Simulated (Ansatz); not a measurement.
Task: a rigid torsion scan of C₂H₄O₂, SMILES CC(=O)O, with the Python package of Ansatz (0.2.0). Give the script and its output. Use (for the species named): CAM-B3LYP, def2-SVP basis, multiplicity 1.

```xyz
8

C    -0.0213    0.9338   -0.2477
C     0.2699   -0.4535    0.2487
O     1.2348   -0.7857    0.8809
O    -0.7002   -1.3149   -0.0870
H    -0.7244    0.8955   -1.0734
H    -0.4598    1.5065    0.5676
H     0.9037    1.4185   -0.5460
H    -0.5029   -2.2003    0.2568
```

Script `torsion.py`:
```python
"""Rigid torsion scan of C2H4O2."""

import ansatz as az
from ase import Atoms

atoms = Atoms(["C", "C", "O", "O", "H", "H", "H", "H"], positions=[
    (-0.02127, 0.93384, -0.24772),
    (0.26994, -0.45347, 0.24869),
    (1.23482, -0.7857, 0.88094),
    (-0.70015, -1.31486, -0.08699),
    (-0.7244, 0.89549, -1.07337),
    (-0.45979, 1.50645, 0.5676),
    (0.90374, 1.41852, -0.54595),
    (-0.50288, -2.20027, 0.25679),
])

# start the scan from a relaxed geometry
first = az.Crystal.molecule_from_ase(atoms).calculation()
first = first.basis(gaussian="def2-SVP")
first = first.functional("CAM-B3LYP")
first = first.relax(force_tolerance=0.02, max_steps=80)
atoms.positions = first.run(threads=1).report["positions_ang"]

start = atoms.get_dihedral(4, 0, 1, 2)
energies = {}
for turn in range(0, 360, 40):
    turned = atoms.copy()
    turned.set_dihedral(4, 0, 1, 2, start + turn, indices=[1, 2, 3, 7])
    base = (
        az.Crystal.molecule_from_ase(turned).calculation()
        .basis(gaussian="def2-SVP")
        .functional("CAM-B3LYP")
    )
    energies[round((start + turn) % 360)] = base.run(threads=1).report["free_energy_ev"]
floor = min(energies.values())
print("dihedral H4-C0-C1-O2 (deg)   E - E(min) (eV)")
for angle, e in sorted(energies.items()):
    print(f"{angle:8d} {(e - floor):14.3f}  " + "#" * int(30 * (e - floor) / max(max(energies.values()) - floor, 1e-9)))
```

```console
$ python torsion.py
dihedral H4-C0-C1-O2 (deg)   E - E(min) (eV)
       2          0.010  #########
      42          0.030  ##############################
      82          0.022  ######################
     122          0.000
     162          0.023  ######################
     202          0.029  #############################
     242          0.010  #########
     282          0.020  ####################
     322          0.019  ###################
```

The scan is rigid and the energies are electronic, in a modest basis. With rigid groups the curve can differ much from the relaxed path, the start wasn't checked as a minimum of this torsion, and equivalent turns needn't return to the same energy. Hardware and time: 58 s on 1 thread of Arm Neoverse V1 (shared host), peak memory 0.23 GiB.

(Lines on the test bed's own set-up are left out of the output.)
